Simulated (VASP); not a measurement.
# Bi (C2/m) in VASP: further runs

Runs on Bi. Level: PBE. Tasks: single point.

All numbers are computed with VASP 6.6.1; they aren't measurements. Logs are shortened: lines on timing, memory, paths and dates and some standing lists are left out, and cuts for length are marked.

## (1) The structure

The structure is monoclinic, space group C2/m (No. 12). The conventional cell has a = 6.977 Å, b = 6.265 Å, c = 3.359 Å, α = 90.00°, β = 112.04°, γ = 90.00°. Bi (site symmetry m) has 6 Bi at 3.21 to 3.45 Å as nearest neighbours.

This isn't the form of Bi at room conditions, which is rhombohedral.

## (2) Single point, PBE

INCAR

```
SYSTEM = Bi
ADDGRID = .False.
ALGO = Normal
EDIFF = 1E-6
ENCUT = 220
GGA = PE
ISIF = 2
ISMEAR = 1
LASPH = .True.
LCHARG = .False.
LREAL = .False.
LWAVE = .False.
NBANDS = 22
NELM = 100
PREC = Accurate
SIGMA = 0.15
```

KPOINTS

```
k-points
0
Gamma
  4 4 6
  0 0 0
```

POSCAR

```
Bi
1.0
    3.4885980000     -3.1325780000      0.0000000000
    3.4885980000      3.1325780000      0.0000000000
   -1.2602350000      0.0000000000      3.1135500000
Bi
2
Direct
    0.7530610000      0.7530610000      0.8573820000
    0.2469390000      0.2469390000      0.1426180000
```

Potentials or basis: VASP PAW PBE potentials, release 64 (Bi_d).

The run is started by

```bash
$ cat potpaw_PBE.64/Bi_d/POTCAR > POTCAR
$ mpirun -np 1 vasp_std > vasp.out
```

OUTCAR:

```text
SYSTEM = Bi
   EDIFF = 1E-6
   ENCUT = 220
   GGA = PE
   ISIF = 2
   ISMEAR = 1
   LASPH = .True.
   LREAL = .False.
   NELM = 100
   PREC = Accurate

 Found     34 irreducible k-points:

 Following reciprocal coordinates:
            Coordinates               Weight
  0.000000  0.000000  0.000000      1.000000
  0.250000  0.000000 -0.000000      4.000000
  0.500000  0.000000 -0.000000      2.000000
  0.250000  0.250000 -0.000000      2.000000
  0.500000  0.250000  0.000000      4.000000
 -0.250000  0.250000  0.000000      2.000000
   k-points           NKPTS =     34   k-points in BZ     NKDIM =     34   number of bands    NBANDS=     22
   number of dos      NEDOS =    301   number of ions     NIONS =      2
   total plane-waves  NPLWV =   9216
   dimension x,y,z NGX =    24 NGY =   24 NGZ =   16
   dimension x,y,z NGXF=    48 NGYF=   48 NGZF=   32
   ions per type =               2
   NGX,Y,Z   is equivalent  to a cutoff of   8.51,  8.51,  7.92 a.u.
   NGXF,Y,Z  is equivalent  to a cutoff of  17.02, 17.02, 15.84 a.u.
 SYSTEM =  Bi
   PREC   = accura    normal or accurate (medium, high low for compatibility)
   ISTART =      0    job   : 0-new  1-cont  2-samecut
   ICHARG =      2    charge: 1-file 2-atom 10-const
   ISPIN  =      1    spin polarized calculation?
   LNONCOLLINEAR =      F non collinear calculations
   LSORBIT =      F    spin-orbit coupling
   LASPH  =      T    aspherical Exc in radial PAW
   ENCUT  =  220.0 eV  16.17 Ry    4.02 a.u.   5.67  5.67  4.06*2*pi/ulx,y,z
   NELM   =    100;   NELMIN=  2; NELMDL= -5     # of ELM steps
   EDIFF  = 0.1E-05   stopping-criterion for ELM
   LREAL  =      F    real-space projection
   EDIFFG = 0.1E-04   stopping-criterion for IOM
   NSW    =      0    number of steps for IOM
   IBRION =     -1    ionic relax: 0-MD 1-quasi-New 2-CG
   NFREE  =      0    steps in history (QN), initial steepest desc. (CG)
   ISIF   =      2    stress and relaxation
   ISYM   =      2    0-nonsym 1-usesym 2-fastsym
   POTIM  = 0.5000    time-step for ionic-motion
   TEBEG  =    0.0;   TEEND  =   0.0 temperature during run
   PSTRESS=    0.0 pullay stress
   NELECT =      30.0000    total number of electrons
   NUPDOWN=      -1.0000    fix difference up-down
   EMIN   =  10.00;   EMAX   =-10.00  energy-range for DOS
   EFERMI =   0.00;   METHOD = LEGACY
   ISMEAR =     1;   SIGMA  =   0.15  broadening in eV -4-tet -1-fermi 0-gaus
   EFERMI_NEDOS =   21; number of points for ismear=-14 and -15
   IALGO  =     38    algorithm
   IMIX   =      4    mixing-type and parameters
     AMIX     =   0.40;   BMIX     =  1.00
     AMIX_MAG =   1.60;   BMIX_MAG =  1.00
  volume/ion in A,a.u.               =      34.03       229.62
  Fermi-wavevector in a.u.,A,eV,Ry     =   1.245955  2.354514 21.121737  1.552404
  Thomas-Fermi vector in A             =   2.380154
   LORBIT       =      0    0 simple, 1 ext, 2 COOP (PROOUT), +10 PAW based schemes
   GGA     = PE    functional components
   LHFCALC =     F    Hartree Fock is set to
   AEXX    =    0.0000 exact exchange contribution
   IVDW    =     0    specifies the selected vdW correction
   LEPSILON=     F    determine dielectric tensor
   LRPA    =     F    only Hartree local field effects (RPA)
 non-spin polarized calculation
 Methfessel and Paxton  Order N= 1 SIGMA  =   0.15
  energy-cutoff  :      220.00
  volume of cell :       68.05
 maximum number of plane-waves:       522
 NGX is ok and might be reduce to    24
   NGX = 11   NGY = 11   NGZ =  9

 number of electron      29.9999923 magnetization

 Free energy of the ion-electron system (eV)
  ---------------------------------------------------
  ext. energy  EPLUGINS =         0.00000000
  ---------------------------------------------------
  free energy    TOTEN  =        -7.64021999 eV

  energy without entropy =       -7.63934387  energy(sigma->0) =       -7.63992795

 E-fermi :   6.7229     XC(G=0):  -9.7822

 val. band max:        6.7160136060   @ k =   0.0000   0.0000   0.3333
 cond. band min:       6.8034118549   @ k =   0.5000   0.5000   0.1667
 fundamental gap:      0.0873982489
 Fermi energy:         6.7228890229

 k-point     1 :       0.0000    0.0000    0.0000
  band No.  band energies     occupation
      1     -16.2019      2.00000
      2     -16.1836      2.00000
      3     -16.1369      2.00000
      4     -16.0974      2.00000
      5     -16.0336      2.00000
      6     -16.0042      2.00000
[... 14 lines left out ...]
     21      14.9998      0.00000
     22      15.4810      0.00000

 k-point     2 :       0.2500    0.0000   -0.0000
  band No.  band energies     occupation
      1     -16.1846      2.00000
      2     -16.1676      2.00000
      3     -16.1410      2.00000
      4     -16.0763      2.00000
      5     -16.0305      2.00000
      6     -16.0105      2.00000
[... 14 lines left out ...]
     21      15.6586      0.00000
     22      16.5695      0.00000

 k-point     3 :       0.5000    0.0000   -0.0000
  band No.  band energies     occupation
      1     -16.1824      2.00000
      2     -16.1593      2.00000
      3     -16.0937      2.00000
      4     -16.0551      2.00000
      5     -16.0334      2.00000
      6     -16.0011      2.00000
[... 14 lines left out ...]
     21      15.3847      0.00000
     22      15.8112      0.00000

 k-point     4 :       0.2500    0.2500   -0.0000
  band No.  band energies     occupation
      1     -16.1841      2.00000
      2     -16.1705      2.00000
      3     -16.1081      2.00000
      4     -16.0610      2.00000
      5     -16.0340      2.00000
      6     -16.0199      2.00000
[... 14 lines left out ...]
     21      15.6677      0.00000
     22      16.9397      0.00000

 k-point     5 :       0.5000    0.2500    0.0000
  band No.  band energies     occupation
      1     -16.1810      2.00000
      2     -16.1686      2.00000
      3     -16.0724      2.00000
      4     -16.0345      2.00000
      5     -16.0247      2.00000
      6     -16.0050      2.00000
[... 14 lines left out ...]
     21      15.9315      0.00000
     22      16.4205      0.00000

 k-point     6 :      -0.2500    0.2500    0.0000
  band No.  band energies     occupation
      1     -16.1883      2.00000
      2     -16.1632      2.00000
      3     -16.1314      2.00000
      4     -16.0552      2.00000
      5     -16.0146      2.00000
      6     -16.0053      2.00000
[... 14 lines left out ...]
     21      15.4243      0.00000
     22      15.4732      0.00000

 [... further k-points ...]
[... 5 lines left out ...]
  --------------------------------------------------------------------------------------
  -------------------------------------------------------------------------------------
  Total       -2.4751346     -3.1737959     -3.1293649      0.0000000      0.0000000      0.0938070
  in kB      -58.2734514    -74.7224184    -73.6763539      0.0000000      0.0000000      2.2085501
  external PRESSURE =     -68.8907412 kB  Pullay stress =       0.0000000 kB

 VOLUME and BASIS-vectors are now :
 -----------------------------------------------------------------------------
  energy-cutoff  :      220.00
  volume of cell :       68.05
      direct lattice vectors                 reciprocal lattice vectors
     3.488598000 -3.132578000  0.000000000     0.143324052 -0.159612945  0.058011590
     3.488598000  3.132578000  0.000000000     0.143324052  0.159612945  0.058011590
    -1.260235000  0.000000000  3.113550000     0.000000000  0.000000000  0.321176792

 POSITION                                       TOTAL-FORCE (eV/Angst)
 -----------------------------------------------------------------------------------
      4.17375      0.00000      2.66950         0.040984      0.000000      0.110022
      1.54321      0.00000      0.44405        -0.040984      0.000000     -0.110022
 -----------------------------------------------------------------------------------
    total drift:                               -0.000000      0.000000      0.000000

  FREE ENERGIE OF THE ION-ELECTRON SYSTEM (eV)
  ---------------------------------------------------
  free  energy   TOTEN  =        -7.6402199946 eV

  energy  without entropy=       -7.6393438657  energy(sigma->0) =       -7.63992795
```

OSZICAR:

```text
N       E                     dE             d eps       ncg     rms          rms(c)
DAV:   1     0.215529633722E+03    0.21553E+03   -0.10788E+04  1534   0.879E+02
DAV:   2     0.467070373881E+01   -0.21086E+03   -0.20607E+03  1652   0.304E+02
DAV:   3    -0.741464065109E+01   -0.12085E+02   -0.12052E+02  1802   0.870E+01
DAV:   4    -0.763950426727E+01   -0.22486E+00   -0.22484E+00  1926   0.123E+01
DAV:   5    -0.764260175219E+01   -0.30975E-02   -0.30975E-02  1938   0.125E+00    0.790E-01
DAV:   6    -0.763912160064E+01    0.34802E-02   -0.13736E-02  1784   0.125E+00    0.465E-01
DAV:   7    -0.764002157470E+01   -0.89997E-03   -0.12439E-02  1760   0.112E+00    0.117E-01
DAV:   8    -0.764022194165E+01   -0.20037E-03   -0.13654E-03  1712   0.386E-01    0.141E-02
DAV:   9    -0.764022154139E+01    0.40026E-06   -0.33578E-05  1778   0.576E-02    0.675E-03
DAV:  10    -0.764021979186E+01    0.17495E-05   -0.25229E-06  1478   0.149E-02    0.120E-03
DAV:  11    -0.764021999464E+01   -0.20278E-06   -0.55345E-07   922   0.843E-03
   1 F= -.76402200E+01 E0= -.76399280E+01  d E =-.876129E-03
```

stdout:

```text
POSCAR found type information on POSCAR Bi
 POSCAR found :  1 types and       2 ions
 scaLAPACK will be used
 LDA part: xc-table for (Slater+PW92), standard interpolation
 POSCAR, INCAR and KPOINTS ok, starting setup
 FFT: planning ... GRIDC
 FFT: planning ... GRID_SOFT
 FFT: planning ... GRID
 WAVECAR not read
 entering main loop
```

Wall time 5.1 s (1 thread of Intel Xeon 6975P-C (Granite Rapids), shared host); peak memory 0.12 GiB.

The run converged, but a check on its numbers failed (symmetry, net force, bounds or a known fault of this set-up), so they aren't taken as properties of the crystal.

Caveat: the cutoff lies under the usual one of these potentials, so the numbers hold a large basis-set error; spin-orbit coupling is left out, which moves the levels of the heavy elements.

## (3) Single point, PBE

INCAR, as its differences from that of step 2:

```diff
@@ -4,3 +4,3 @@
 EDIFF = 1E-6
-ENCUT = 220
+ENCUT = 520
 GGA = PE
```

KPOINTS

```
k-points
0
Gamma
  3 3 3
  0 0 0
```

POSCAR is that of step 2.

Potentials or basis: VASP PAW PBE potentials, release 64 (Bi_d).

The run is started by

```bash
$ cat potpaw_PBE.64/Bi_d/POTCAR > POTCAR
$ mpirun -np 1 vasp_std > vasp.out
```

Wall time 7.7 s (1 thread of Intel Xeon 6975P-C (Granite Rapids), shared host); peak memory 0.18 GiB.

These settings aren't checked as converged: the numbers below hold their error.

What came out:

- Free energy: -8.0331 eV
- Pressure: -1.2 GPa
- Largest force: 0.030 eV/Å
- Band gap on the k mesh: none (metal or under the smearing width)

Caveat: the k mesh is coarse (spacing up to 0.67 Å⁻¹), so the values aren't converged; spin-orbit coupling is left out, which moves the levels of the heavy elements.

## (4) Single point, PBE

INCAR, as its differences from that of step 3:

```diff
@@ -4,3 +4,3 @@
 EDIFF = 1E-6
-ENCUT = 520
+ENCUT = 460
 GGA = PE
```

KPOINTS

```
k-points
0
Gamma
  3 3 4
  0 0 0
```

POSCAR is that of step 3.

The run is started by

```bash
$ cat potpaw_PBE.64/Bi_d/POTCAR > POTCAR
$ mpirun -np 1 vasp_std > vasp.out
```

Run time: 9.7 s. Hardware: 1 thread of Intel Xeon 6975P-C (Granite Rapids), shared host; peak memory 0.17 GiB.

These settings aren't checked as converged: the numbers below hold their error.

What came out:

```yaml
Free_energy: -7.4904 eV
Pressure: 0.5 GPa
Largest_force: 0.055 eV/Å
Band_gap_on_the_k_mesh: none (metal or under the smearing width)
```

Caveat: the k mesh is coarse (spacing up to 0.50 Å⁻¹), so the values aren't converged; spin-orbit coupling is left out, which moves the levels of the heavy elements.
